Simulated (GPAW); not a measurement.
**free-standing square Co monolayer, spacing 3.0 A: one coupling from two orders, and a test**

Aim: get Heisenberg couplings of free-standing square Co monolayer, spacing 3.0 A from the energies of collinear orders, with pencil and paper, and test them on an order left out of the fit.

Main program and level: GPAW 26.7.0; LDA; plane waves with GPAW's PAW setups, scalar-relativistic.

## 1. The starting structure

The cell holds 1 atom: 1 Co. Its edges and angles: a = 3.000 Å, b = 3.000 Å, c = 14.000 Å, α = 90.0°, β = 90.0°, γ = 90.0°. model lattice. Vacuum lies along c.

## 2. The parallel order

All energies count from this run.

Contents of order1.py:

```python
import json
import numpy as np
from ase import Atoms
from ase.parallel import paropen, parprint
from gpaw import GPAW

atoms = Atoms(['Co'],
    cell=[[3.0, 0.0, 0.0],
         [0.0, 3.0, 0.0],
         [0.0, 0.0, 14.0]],
    scaled_positions=[[0.0, 0.0, 0.5]],
    pbc=True,
    magmoms=[2.0])
atoms.calc = GPAW(mode={'name': 'pw', 'ecut': 550},
    xc='LDA',
    kpts={'size': (10, 10, 1), 'gamma': True},
    occupations={'name': 'fermi-dirac', 'width': 0.1},
    convergence={'density': 1e-05, 'energy': 1e-05},
    maxiter=200,
    symmetry={'tolerance': 1e-4},
    txt='order1.txt')
e = atoms.get_potential_energy(force_consistent=True)
res = {'free_energy': e, 'energy_sigma0': atoms.get_potential_energy(), 'fermi_energy': atoms.calc.get_fermi_level()}
res['moments'] = atoms.get_magnetic_moments().tolist()
res['total'] = atoms.get_magnetic_moment()
parprint('site moments (muB):', np.round(res['moments'], 3))
parprint(f"total moment: {res['total']:.3f} muB")
parprint(f'free energy: {e:.6f} eV')
atoms.calc.write('order1.gpw')
with paropen('results.json', 'w') as f:
    json.dump(res, f)
```

Started as:

```sh
> OMP_NUM_THREADS=1 python3 order1.py > order1.log
```

The log of the run:

```text
site moments (muB): [2.091]
total moment: 2.228 muB
free energy: -5.260725 eV

--- order1.txt ---
Input parameters:
  mode=PW(ecut=550),
  convergence={'density': 1e-05, 'energy': 1e-05},
  kpts=MonkhorstPack(size=(10, 10, 1), gamma=True),
  maxiter=200,
  occupations=Occupations(name='fermi-dirac', width=0.1),
  symmetry=Symmetry(tolerance=0.0001),
  xc=XC(name='LDA')

Diagonalizing LCAO Hamiltonian
[...]
|          3 |        -5.129 |     1.000 |        -3.134 |     0.067 |
|          4 |        -5.129 |     1.000 |        -3.134 |     0.067 |
|          5 |        -5.093 |     1.000 |        -2.831 |     0.003 |
|          6 |        -1.984 |     0.000 |        -1.830 |     0.000 |
|          7 |         1.017 |     0.000 |         1.063 |     0.000 |
|          8 |         2.240 |     0.000 |         2.271 |     0.000 |

No gap
No difference between direct/indirect transitions


[key lines of the parts left out:]
Free energy:      -5.260725
Converged in 14 steps
dipole moment: (-8.016100, -8.016100, -0.000006)  # |e|*Ang
Fermi level: -3.396
```

It took 12 s on 1 MPI rank of AMD EPYC 9R45, shared host; peak memory 0.21 GiB.

Spin moment in the augmentation sphere by atom:

```
atom  spin moment in the augmentation sphere (μB)
 Co1                                         2.09
```

This step gave:

```yaml
magnetization: 2.228 μB
final_state: ferromagnetic
```

After 14 cycles the largest moment stands at 2.09 μB.

## 3. The orders used for the fit

The other orders were run with the same settings, on meshes that hold the same points. Free energies (smearing 0.1 eV, its entropy term included) are divided by the number of Co atoms; q is in fractions of the reciprocal vectors of the first run's cell.

| order | atoms | mesh | free energy (eV) | eV per Co | largest moment (μB) |
| --- | --- | --- | --- | --- | --- |
| F + | 1 | 10×10×1 | -5.2607 | -5.2607 | 2.09 |
| AF q=(0,1/2,0) +- | 2 | 10×5×1 | -10.3029 | -5.1515 | 2.04 |

## 4. Counting neighbours

With E = −Σ J e_i·e_j over ordered pairs of unit vectors, turning a neighbour from parallel to opposed costs 2J a Co atom. So an order lies 2 Σ n J over the parallel one, n being the opposed neighbours in each shell.

```
shell  distance (Å)  neighbours  opposed in AF q=(0,1/2,0) +-  opposed in AF q=(1/2,1/2,0) +-
   J1          3.00           4                             2                               4
   J2          4.24           4                             4                               0
```

Only J1 is kept.

## 5. Solving

```
2 × 2 × J1 = +109.26 meV    (AF q=(0,1/2,0) +-)
J1 = +27.32 meV
```

## 6. The test

The couplings now give the orders that were left out:

```
2 × 4 × (+27.32) = +218.56 meV    (AF q=(1/2,1/2,0) +-)
```

The runs themselves:

```csv
order,atoms,mesh,free energy (eV),eV per Co,largest moment (μB),over the parallel order (meV),foretold (meV)
"AF q=(1/2,1/2,0) +-",2,5×10×1,-10.1216,-5.0608,1.99,+199.91,+218.56
```

## 7. Summary of results

| Property | Result |
| --- | --- |
| J1 (Co–Co at 3.00 Å) | 27.3 meV |
| largest miss on the orders left out | 19 meV |

What this shows: The model misses the order left out by 19 meV, 9.3 % of the span of the orders, so it holds on this test. The first dropped shell that the test feels is J2 at 4.24 Å. The site moments spread by 5.0 % over the orders. In a metal couplings reach far, and the mesh was not tested. The couplings are effective ones: further shells with opposed neighbours are folded into them or show in the miss. No mean-field temperature is given: it needs a model that holds, an unfrustrated order and couplings in all three dimensions.

[Logs and program files are shortened in this print: banners, set-up blocks, solver, clock and traceback lines can be left out without a mark of their own.]

[Logs are printed without paths, hosts, clocks, repeated set-up lines and the standing remarks that a program may print on its own settings, such as how far it seeks lower states.]

[Hosts, paths, dates, database ids (printed as entryN), source tags and the programs' standing remarks are cut or masked in the printed files.]

[Where a cell is said to come from a database of computed structures, the database is the Materials Project.]
